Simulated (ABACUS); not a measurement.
# TePb (Fm-3m) in ABACUS: notebook

The runs below take TePb through band structure, equation of state, with BLYP.

Everything below comes from runs of ABACUS 3.10.1. Logs are shortened: lines on timing, memory, paths and dates and some standing lists are left out, and cuts for length are marked.

**What was measured.**

From a printed reference work, monograph, for a bulk crystal of TePb at 4.2 K: band gap 0.19 eV (direct).

How close the calculation comes is told below.

### Step 1. Starting point

Symmetry: Fm-3m, No. 225, cubic system. The conventional cell has a = 6.462 Å, b = 6.462 Å, c = 6.462 Å, α = 90.00°, β = 90.00°, γ = 90.00°. Pb (site symmetry m-3m) has 6 Te at 3.23 Å as nearest neighbours. Te (site symmetry m-3m) has 6 Pb at 3.23 Å as nearest neighbours.

### Step 2. Band structure, BLYP

File INPUT:

```
INPUT_PARAMETERS
suffix              TePb
calculation         nscf
basis_type          pw
pseudo_dir          ./
symmetry            -1
dft_functional      GGA_X_B88+GGA_C_LYP
ecutwfc             83.0
pseudo_rcut         10
nspin               1
nbands              25
ks_solver           dav
smearing_method     fd
smearing_sigma      0.00367493
scf_thr             1e-08
scf_nmax            100
mixing_type         broyden
mixing_beta         0.7
init_chg            file
pw_diag_thr         1e-07
out_band            1
kpar                4
```

File STRU:

```
ATOMIC_SPECIES
Pb 207.2000 Pb_ONCV_PBE-1.2.upf
Te 127.6000 Te_ONCV_PBE-1.2.upf

LATTICE_CONSTANT
1.8897261246

LATTICE_VECTORS
0.0000000000 3.2310000000 3.2310000000
3.2310000000 0.0000000000 3.2310000000
3.2310000000 3.2310000000 0.0000000000

ATOMIC_POSITIONS
Cartesian

Pb
0.0
1
0.0000000000 0.0000000000 0.0000000000 1 1 1

Te
0.0
1
3.2310000000 3.2310000000 3.2310000000 1 1 1
```

File KPT:

```
K_POINTS
12
Line
0.00000000 0.00000000 0.00000000 10 // G
0.50000000 0.00000000 0.50000000 10 // X
0.50000000 0.25000000 0.75000000 10 // W
0.37500000 0.37500000 0.75000000 10 // K
0.00000000 0.00000000 0.00000000 10 // G
0.50000000 0.50000000 0.50000000 10 // L
0.62500000 0.25000000 0.62500000 10 // U
0.50000000 0.25000000 0.75000000 10 // W
0.50000000 0.50000000 0.50000000 10 // L
0.37500000 0.37500000 0.75000000 1 // K
0.62500000 0.25000000 0.62500000 10 // U
0.50000000 0.00000000 0.50000000 1 // X
```

Potentials or basis: SG15 ONCV 1.2 PBE, plane waves.

Started as:

```console
$ OMP_NUM_THREADS=1 mpirun -np 4 abacus > log
```

running log:

```text
ABACUS v3.10.1

               Atomic-orbital Based Ab-initio Computation at UStc

 ------------------------------------------------------------------------------------

 READING GENERAL INFORMATION
                           global_out_dir = OUT.TePb/
                           global_in_card = INPUT
                               pseudo_dir = ./
[... 8 lines left out ...]

 READING ATOM TYPE 1
                               atom label = Pb
                      L=0, number of zeta = 1
                      L=1, number of zeta = 1
                      L=2, number of zeta = 1
             number of atom for this type = 1

 READING ATOM TYPE 2
                               atom label = Te
                      L=0, number of zeta = 1
                      L=1, number of zeta = 1
                      L=2, number of zeta = 1
             number of atom for this type = 1

                        TOTAL ATOM NUMBER = 2
CARTESIAN COORDINATES ( UNIT =       1.889726124600 Bohr ).
    atom                   x                   y                   z     mag                  vx                  vy                  vz
tauc_Pb1            0.0000000000        0.0000000000        0.0000000000  0.0000        0.0000000000        0.0000000000        0.0000000000
tauc_Te1            3.2310000000        3.2310000000        3.2310000000  0.0000        0.0000000000        0.0000000000        0.0000000000

                          Volume (Bohr^3) = 455.237
                             Volume (A^3) = 67.4591

 Lattice vectors: (Cartesian coordinate: in unit of a_0)
                   +0              +3.231              +3.231
               +3.231                  +0              +3.231
               +3.231              +3.231                  +0
 Reciprocal vectors: (Cartesian coordinate: in unit of 2 pi/a_0)
            -0.154751           +0.154751           +0.154751
            +0.154751           -0.154751           +0.154751
            +0.154751           +0.154751           -0.154751
 The esolver type has been set to : ksdft_pw

                PAO radial cut off (Bohr) = 10

 Read in pseudopotential file is Pb_ONCV_PBE-1.2.upf
                     pseudopotential type = NC
          exchange-correlation functional = PBE
                 nonlocal core correction = 0
                        valence electrons = 14
                                     lmax = 3
                           number of zeta = 0
                     number of projectors = 8
                           L of projector = 0
                           L of projector = 0
                           L of projector = 1
                           L of projector = 1
                           L of projector = 2
                           L of projector = 2
                           L of projector = 3
                           L of projector = 3
 XC functional updated to : GGA_X_B88+GGA_C_LYP
          exchange-correlation functional = GGA_X_B88+GGA_C_LYP
                PAO radial cut off (Bohr) = 10

 Read in pseudopotential file is Te_ONCV_PBE-1.2.upf
                     pseudopotential type = NC
          exchange-correlation functional = PBE
                 nonlocal core correction = 0
                        valence electrons = 16
                                     lmax = 2
                           number of zeta = 0
                     number of projectors = 6
                           L of projector = 0
                           L of projector = 0
                           L of projector = 1
                           L of projector = 1
                           L of projector = 2
[... 84 lines left out ...]
      29  0.40000000  0.35000000  0.75000000  1.0000
      30  0.38750000  0.36250000  0.75000000  1.0000
[... 72 further k points ...]

           k-point number in this process = 26
       minimum distributed K point number = 25

[... K-POINTS CARTESIAN COORDINATES: 26 rows ...]

[... K-POINTS DIRECT COORDINATES: 26 rows ...]

 SETUP PLANE WAVES FOR WAVE FUNCTIONS
     energy cutoff for wavefunc (unit:Ry) = 83
              fft grid for wave functions = [ 54, 54, 54 ]
                    number of plane waves = 6879
                         number of sticks = 475

 PARALLEL PW FOR WAVE FUNCTIONS
     PROC   COLUMNS(POT)             PW
        1            475           6879
 --------------- sum -------------------
        1            475           6879

 SETUP NONLOCAL PSEUDOPOTENTIALS IN PLANE WAVE BASIS
 Pb non-local projectors:
 projector 1 L=0
 projector 2 L=0
 projector 3 L=1
 projector 4 L=1
 projector 5 L=2
 projector 6 L=2
 projector 7 L=3
 projector 8 L=3
 Te non-local projectors:
 projector 1 L=0
 projector 2 L=0
 projector 3 L=1
 projector 4 L=1
 projector 5 L=2
 projector 6 L=2
      TOTAL NUMBER OF NONLOCAL PROJECTORS = 50

 Init Non-Local PseudoPotential table :
 Init Non-Local-Pseudopotential done.

                                     npwx = 5841

 -------------------------------------------
 NONSELF-CONSISTENT
 -------------------------------------------
                                 init_chg = file
 try to read charge from file
 Read in the charge density: OUT.TePb//TePb-CHARGE-DENSITY.restart

 PW ALGORITHM --------------- ION=   1  ELEC=   1--------------------------------

 k(1/102) Iter steps (avg)=12 threshold=1e-07

 k(2/102) Iter steps (avg)=12 threshold=1e-07
 k(3/102) Iter steps (avg)=12 threshold=1e-07
 k(4/102) Iter steps (avg)=12 threshold=1e-07
 k(5/102) Iter steps (avg)=15 threshold=1e-07
 k(6/102) Iter steps (avg)=21 threshold=1e-07
 k(7/102) Iter steps (avg)=32 threshold=1e-07
 k(8/102) Iter steps (avg)=23 threshold=1e-07
 k(9/102) Iter steps (avg)=19 threshold=1e-07
 k(10/102) Iter steps (avg)=19 threshold=1e-07
 k(11/102) Iter steps (avg)=17 threshold=1e-07
[... 5 lines left out ...]
 k(17/102) Iter steps (avg)=17 threshold=1e-07
 k(18/102) Iter steps (avg)=16 threshold=1e-07
 k(19/102) Iter steps (avg)=15 threshold=1e-07
 k(20/102) Iter steps (avg)=15 threshold=1e-07
 k(21/102) Iter steps (avg)=15 threshold=1e-07
 k(22/102) Iter steps (avg)=15 threshold=1e-07
 k(23/102) Iter steps (avg)=15 threshold=1e-07
 k(24/102) Iter steps (avg)=15 threshold=1e-07
 k(25/102) Iter steps (avg)=15 threshold=1e-07
 k(26/102) Iter steps (avg)=15 threshold=1e-07
[... levels at 26 k points of this process ...]

 Density error is 0.00000000000
                          Error Threshold = 1.00000000000e-07
----------------------------------------------------------
     Energy           Rydberg                 eV
----------------------------------------------------------
 E_KohnSham     -287.5118141737      -3911.7989150801
 E_KS(sigma->0) -287.5118137072      -3911.7989087324
 E_Harris       -287.5118141737      -3911.7989150801
 E_band         -20.1683413171       -274.4043611212
 E_one_elec     -112.7898116256      -1534.5841144554
 E_Hartree      67.2684280390        915.2339168333
 E_xc           -32.3047386179       -439.5285176044
 E_Ewald        -209.6856910361      -2852.9201871582
 E_entropy(-TS) -0.0000009331        -0.0000126953
 E_descf        0.0000000000         0.0000000000
 E_exx          0.0000000000         0.0000000000
 E_Fermi        0.7805404218         10.6197972556
----------------------------------------------------------

 charge density convergence is achieved
 final etot is -3911.7989151 eV
 EFERMI = 10.619797256 eV

 STATE ENERGY(eV) AND OCCUPATIONS    NSPIN == 1
 1/26 kpoint (Cartesian) = 0.0000 0.0000 0.0000 (5817 pws)
       1       -25.9992      0.0196078
       2       -25.9992      0.0196078
       3       -25.9904      0.0196078
       4       -25.9904      0.0196078
       5       -25.9904      0.0196078
       6       -6.67552      0.0196078
[... 152 lines left out ...]
      24        21.4085        0.00000
      25        24.5037        0.00000

[... levels at 20 further k points ...]

 --------------------------------------------
 !FINAL_ETOT_IS -3911.798915080063 eV
 --------------------------------------------

 Output bands in file: OUT.TePb/BANDS_1.dat
```

It took 52 s on 4 MPI ranks of Intel Xeon Platinum 8488C (Sapphire Rapids), shared host; peak memory 0.72 GiB.

What came out:

- Band gap along the path: 0.82 eV, direct

Levels at the corners of the path, in eV from the Fermi level:
```csv
point,band 11,band 12,band 13,band 14,band 15,band 16,band 17,band 18,band 19,band 20
Γ,-12.46,-6.16,-1.78,-1.78,-1.78,3.59,3.59,3.59,5.61,5.61
X,-10.81,-7.83,-4.83,-3.19,-3.19,3.19,4.96,4.96,6.20,9.92
W,-10.65,-8.50,-4.13,-4.13,-0.79,1.24,4.91,4.91,6.51,6.51
K,-10.71,-8.48,-4.46,-2.69,-2.47,3.18,3.30,4.94,5.49,8.68
Γ,-12.46,-6.16,-1.78,-1.78,-1.78,3.59,3.59,3.59,5.61,5.61
L,-11.04,-9.07,-1.30,-1.30,-0.41,0.41,0.84,0.84,8.33,9.03
U,-10.71,-8.48,-4.46,-2.69,-2.47,3.18,3.30,4.94,5.49,8.68
W,-10.65,-8.50,-4.13,-4.13,-0.79,1.24,4.91,4.91,6.51,6.51
L,-11.04,-9.07,-1.30,-1.30,-0.41,0.41,0.84,0.84,8.33,9.03
K,-10.71,-8.48,-4.46,-2.69,-2.47,3.18,3.30,4.94,5.49,8.68
U,-10.71,-8.48,-4.46,-2.69,-2.47,3.18,3.30,4.94,5.49,8.68
X,-10.81,-7.83,-4.83,-3.19,-3.19,3.19,4.96,4.96,6.20,9.92
```

Caveat: the density is read from an earlier self-consistent run, whose mesh may be coarse; spin-orbit coupling is left out, which moves the levels of the heavy elements.

(Continued in part 2 of 2.)
